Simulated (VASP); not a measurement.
# ZnS (F-43m) in VASP: a series of runs, part 3 of 3

VASP 6.6.1.

## Step 4: Single point, PBE

Input file INCAR:

```
SYSTEM = ZnS
ALGO = Normal ; EDIFF = 1E-6
ENCUT = 520 ; GGA = PE
ISIF = 2 ; ISMEAR = 0
LASPH = .True. ; LCHARG = .False.
LREAL = .False. ; LWAVE = .False.
NELM = 100 ; PREC = Accurate
SIGMA = 0.015
```

Input file KPOINTS:

```
k-points
0
Gamma
  9 9 9
  0 0 0
```

Input file POSCAR:

```
ZnS
1.0
    0.0000000000      2.7020000000      2.7020000000
    2.7020000000      0.0000000000      2.7020000000
    2.7020000000      2.7020000000      0.0000000000
Zn S
1 1
Direct
    0.7500000000      0.7500000000      0.7500000000
    0.0000000000      0.0000000000      0.0000000000
```

Potentials or basis: VASP PAW PBE potentials, release 64 (Zn, S).

Run with:

```console
$ cat potpaw_PBE.64/Zn/POTCAR potpaw_PBE.64/S/POTCAR > POTCAR
$ mpirun -np 1 vasp_std > vasp.out
```

OUTCAR:

```text
SYSTEM = ZnS
   EDIFF = 1E-6
   ENCUT = 520
   GGA = PE
   ISIF = 2
   ISMEAR = 0
   LASPH = .True.
   LREAL = .False.
   NELM = 100
   PREC = Accurate

 ion  position               nearest neighbor table
   1  0.750  0.750  0.750-   2 2.34   2 2.34   2 2.34   2 2.34
   2  0.000  0.000  0.000-   1 2.34   1 2.34   1 2.34   1 2.34

  LATTYP: Found a face centered cubic cell.
 ALAT       =     5.4040000000

  Lattice vectors:

 A1 = (   0.0000000000,   2.7020000000,   2.7020000000)
 A2 = (   2.7020000000,   0.0000000000,   2.7020000000)
 A3 = (   2.7020000000,   2.7020000000,   0.0000000000)

Analysis of symmetry for initial positions (statically):
=====================================================================
 Subroutine PRICEL returns:
 Original cell was already a primitive cell.

 Routine SETGRP: Setting up the symmetry group for a
 face centered cubic supercell.

 Subroutine GETGRP returns: Found 24 space group operations
 (whereof 24 operations were pure point group operations)
 out of a pool of 48 trial point group operations.

The static configuration has the point symmetry T_d .

Analysis of symmetry for dynamics (positions and initial velocities):
[... 174 lines left out ...]
      6      -3.7340      2.00000
      7       2.1067      2.00000
      8       2.1067      2.00000
      9       2.1067      2.00000
     10       4.2212      0.00000
     11       8.5034      0.00000
     12       8.5034      0.00000
     13       8.5034      0.00000
[... 354 lines left out ...]
  band No.  band energies     occupation
      1      -9.8395      2.00000
      2      -4.2619      2.00000
      3      -3.9032      2.00000
      4      -3.9032      2.00000
      5      -3.6609      2.00000
      6      -3.5772      2.00000
      7      -2.2889      2.00000
      8      -0.0561      2.00000
      9      -0.0561      2.00000
     10       5.5743      0.00000
     11       6.2376      0.00000
     12      12.8295      0.00000
     13      13.6519      0.00000

 [... further k-points ...]

------------------------ aborting loop because EDIFF is reached ----------------------------------------

  FORCE on cell =-STRESS in cart. coord.  units (eV):
  Direction    XX          YY          ZZ          XY          YZ          ZX
  --------------------------------------------------------------------------------------
  -------------------------------------------------------------------------------------
  Total        0.4370960      0.4370960      0.4370960      0.0000000      0.0000000      0.0000000
  in kB       17.7501250     17.7501250     17.7501250      0.0000000      0.0000000      0.0000000
  external PRESSURE =      17.7501250 kB  Pullay stress =       0.0000000 kB

 VOLUME and BASIS-vectors are now :
 -----------------------------------------------------------------------------
  energy-cutoff  :      520.00
  volume of cell :       39.45
      direct lattice vectors                 reciprocal lattice vectors
     0.000000000  2.702000000  2.702000000    -0.185048113  0.185048113  0.185048113
     2.702000000  0.000000000  2.702000000     0.185048113 -0.185048113  0.185048113
     2.702000000  2.702000000  0.000000000     0.185048113  0.185048113 -0.185048113

 POSITION                                       TOTAL-FORCE (eV/Angst)
 -----------------------------------------------------------------------------------
      4.05300      4.05300      4.05300        -0.000000     -0.000000     -0.000000
      0.00000      0.00000      0.00000         0.000000      0.000000      0.000000
 -----------------------------------------------------------------------------------
    total drift:                                0.000001      0.000001      0.000001

  FREE ENERGIE OF THE ION-ELECTRON SYSTEM (eV)
  ---------------------------------------------------
  free  energy   TOTEN  =        -6.8472578393 eV

  energy  without entropy=       -6.8472578393  energy(sigma->0) =       -6.84725784
```

stdout:

```text
POSCAR found type information on POSCAR ZnS
 POSCAR found :  2 types and       2 ions
 scaLAPACK will be used
 LDA part: xc-table for (Slater+PW92), standard interpolation
 POSCAR, INCAR and KPOINTS ok, starting setup
 FFT: planning ... GRIDC
 FFT: planning ... GRID_SOFT
 FFT: planning ... GRID
 WAVECAR not read
 entering main loop
```

It took 13 s on 1 thread of Intel Xeon Platinum 8559C (Emerald Rapids), shared host; peak memory 0.16 GiB.

Results:

- Free energy: -6.8473 eV
- Pressure: 1.8 GPa
- Band gap on the k mesh: 2.11 eV, direct

## Step 5: Relaxation of cell and atoms, PBEsol0

POSCAR is that of step 4.

Input file INCAR.step1:

```
SYSTEM = ZnS
PREC     = Accurate       ! precision mode
ENCUT    = 600            ! plane-wave cutoff, eV
EDIFF    = 1E-5           ! SCF threshold, eV
ISMEAR   = -1             ! smearing method
SIGMA    = 0.05           ! smearing width, eV
LREAL    = .False.        ! projectors in reciprocal space
LASPH    = .True.         ! aspherical terms in the spheres
NELM     = 80             ! most SCF steps
ALGO     = Normal         ! electronic algorithm
LWAVE    = .True.         ! write WAVECAR
LCHARG   = .False.        ! write CHGCAR
GGA      = PE             ! functional
```

Input file INCAR.step2:

```
SYSTEM = ZnS
PREC     = Accurate       ! precision mode
ENCUT    = 600            ! plane-wave cutoff, eV
EDIFF    = 1E-6           ! SCF threshold, eV
ISMEAR   = -1             ! smearing method
SIGMA    = 0.05           ! smearing width, eV
LREAL    = .False.        ! projectors in reciprocal space
LASPH    = .True.         ! aspherical terms in the spheres
NELM     = 80             ! most SCF steps
ALGO     = Normal         ! electronic algorithm
ISIF     = 3              ! what is computed and relaxed
LWAVE    = .False.        ! write WAVECAR
LCHARG   = .False.        ! write CHGCAR
GGA      = PS             ! functional
LHFCALC  = .True.         ! exact exchange
AEXX     = 0.25           ! exact-exchange fraction
PRECFOCK = Normal       
HFRCUT   = -1           
IBRION   = 2              ! ionic algorithm
NSW      = 40             ! ionic steps
EDIFFG   = -0.02          ! ionic threshold
ISTART   = 1
```

Input file KPOINTS:

```
Automatic mesh
0
Gamma
  5 5 5
  0 0 0
```

Run with:

```console
$ cat potpaw_PBE.64/Zn/POTCAR potpaw_PBE.64/S/POTCAR > POTCAR
$ cp INCAR.step1 INCAR
$ mpirun -np 1 vasp_std > vasp.out
$ cp INCAR.step2 INCAR
$ mpirun -np 1 vasp_std > vasp.out
```

Run time: 18 min. Hardware: 1 thread of Intel Xeon Platinum 8559C (Emerald Rapids), shared host; peak memory 0.18 GiB.

It converged, with:

```yaml
Free_energy: -9.4396 eV
Relaxed_volume: 19.29 Å³/atom
Relaxed_cell: a = 3.793 Å, b = 3.793 Å, c = 3.793 Å, α = 60.00°, β = 60.00°, γ = 60.00°
Space_group_after_relaxing_to_0.05_Å: F-43m (No. 216)
Energy_gained_by_relaxing: 2.5 meV/atom
Ionic_steps: 3
Pressure_after_relaxing: -0.1 GPa
Band_gap_on_the_k_mesh: 3.99 eV, direct
```

Step by step:
```
step  energy change (eV)  largest force (eV/Å)  pressure (GPa)  volume (Å³)
   1              0.0000                0.0000           -1.87        39.45
   2             -0.0039                0.0000            0.95        38.16
   3             -0.0050                0.0000           -0.06        38.58
```

Final structure:
```cif
data_structure
_symmetry_space_group_name_H-M 'P 1'
_symmetry_Int_Tables_number 1
_cell_length_a 3.7928
_cell_length_b 3.7928
_cell_length_c 3.7928
_cell_angle_alpha 60.000
_cell_angle_beta 60.000
_cell_angle_gamma 60.000
_cell_volume 38.58
loop_
_atom_site_label
_atom_site_type_symbol
_atom_site_fract_x
_atom_site_fract_y
_atom_site_fract_z
_atom_site_occupancy
Zn1 Zn 0.75000 0.75000 0.75000 1
S1 S 0.00000 0.00000 0.00000 1
```

Levels at points of the mesh, in eV from the valence-band top:
```tsv
k point	band 7	band 8	band 9	band 10	band 11	band 12
(0.00, 0.00, 0.00)	0.00	0.00	0.00	3.99	8.33	8.33
```

Caveat: the PAW data sets were made with another functional, which shifts forces and pressure a little.

## Step 6: The reference run

An earlier run on the cell as given: functional PBEsol; potentials or basis VASP PAW PBE potentials, release 64 (Zn, S); cutoff 520 eV; k mesh 9 × 9 × 9; occupations fermi-dirac, width 0.05 eV; no spin polarisation.

* Pressure: -1.8 GPa
* Band gap on the k mesh: 1.98 eV, direct

## Step 7: Overview

| task | level | cell | k mesh | cutoff (eV) | smearing | grid for exact exchange (PRECFOCK) | exchange at q = 0 | ladder | gap on the mesh (eV) | pressure (GPa) | relaxed volume (Å³/atom) |
| --- | --- | --- | --- | --- | --- | --- | --- | --- | --- | --- | --- |
| single point | PBE | as given | 9 × 9 × 9 | 520 | gaussian 0.016 eV | - | - | - | 2.11 | 1.8 | - |
| relaxation of cell and atoms | B3LYP | relaxed | 5 × 5 × 5 | 600 | fermi-dirac 0.05 eV | Fast | truncated | - | 3.37 | 0.0 | 20.78 |
| single point | PBE | as given | 9 × 9 × 9 | 520 | gaussian 0.015 eV | - | - | - | 2.11 | 1.8 | - |
| relaxation of cell and atoms | PBEsol0 | relaxed | 5 × 5 × 5 | 600 | fermi-dirac 0.05 eV | Normal | truncated | - | 3.99 | -0.1 | 19.29 |
| single point | PBEsol | as given | 9 × 9 × 9 | 520 | fermi-dirac 0.05 eV | - | - | free | 1.98 | -1.8 | - |

Alike in all rows: potentials or basis VASP PAW PBE potentials, release 64 (Zn, S); no spin polarisation.

On the cell as given the gap runs from 1.98 eV (PBEsol) to 2.11 eV (PBE). The pressure there spans -1.8 GPa (PBEsol) to 1.8 GPa (PBE); a positive pressure means that this level wants a larger cell, a negative one a smaller.

Caveats: the PAW data sets were made with another functional, which shifts forces and pressure a little (some runs).

Absolute energies hang on the potentials; compare differences alone.

## Step 8: How close it comes

Step 2. A measured gap of ZnS is 3.85 eV (direct; 19 K; quoted in “Electronic, vibrational, and thermodynamic properties of ZnS (zincblende and rocksalt structure)”, 2009, arxiv:0911.5022); the calculated 2.11 eV misses it by -1.74 eV. The value is that of PBE, without temperature or zero-point motion. Semilocal functionals fall short of measured gaps as a rule.

Step 4. Against the measured gap of ZnS, 3.85 eV (direct; 19 K; quoted in “Electronic, vibrational, and thermodynamic properties of ZnS (zincblende and rocksalt structure)”, 2009, arxiv:0911.5022), the calculated 2.11 eV is off by -1.74 eV. The value is that of PBE, without temperature or zero-point motion. Semilocal functionals fall short of measured gaps as a rule.
